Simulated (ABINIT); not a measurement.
The system is ScAl3.

```
CELL_PARAMETERS angstrom
4.08781 0.00000 0.00000
0.00000 4.08781 0.00000
0.00000 0.00000 4.08781
ATOMIC_POSITIONS crystal
Sc 0.00000 0.00000 0.00000
Al 0.50000 0.50000 0.00000
Al 0.00000 0.50000 0.50000
Al 0.50000 0.00000 0.50000
```

The cell is a database's computed one.

* Program: ABINIT 10.8.3 (patched build)
* Task: single point
* Functional: PBE
* Potentials or basis: JTH PAW PBE v2.0
* Cutoff: 408 eV
* k mesh: 7 × 7 × 7
* Occupations: fermi-dirac, width 0.05 eV
* Spin: no spin polarisation

On this cell: pressure 1.0 GPa; largest force zero by symmetry; band gap on the k mesh none (metal or under the smearing width).

The same run follows on a disturbed copy (atoms moved at random, drawn with an rms of 0.05 Å):

```
Sc Al
1.0
     4.08781    0.00000    0.00000
     0.00000    4.08781    0.00000
     0.00000    0.00000    4.08781
Sc Al
1 3
Direct
  0.00430 0.99952 0.99338
  0.49763 0.49880 0.01184
  0.98723 0.50111 0.49913
  0.50018 0.00798 0.50181
```

**Question.** What changes?

**Answer.** The energy (extrapolated to zero smearing) moves by +5.5 meV/atom; pressure 1.1 GPa; largest force 0.414 eV/Å; band gap on the k mesh none (metal or under the smearing width).

Forces on the atoms (eV/Å):
```
Sc  -0.256  0.045  0.322
Al   0.039  0.087 -0.245
Al   0.245  0.025 -0.002
Al  -0.028 -0.157 -0.076
```

Stress tensor (GPa, compression positive):
```
 1.13  0.07  0.08
 0.07  1.09 -0.06
 0.08 -0.06  1.11
```
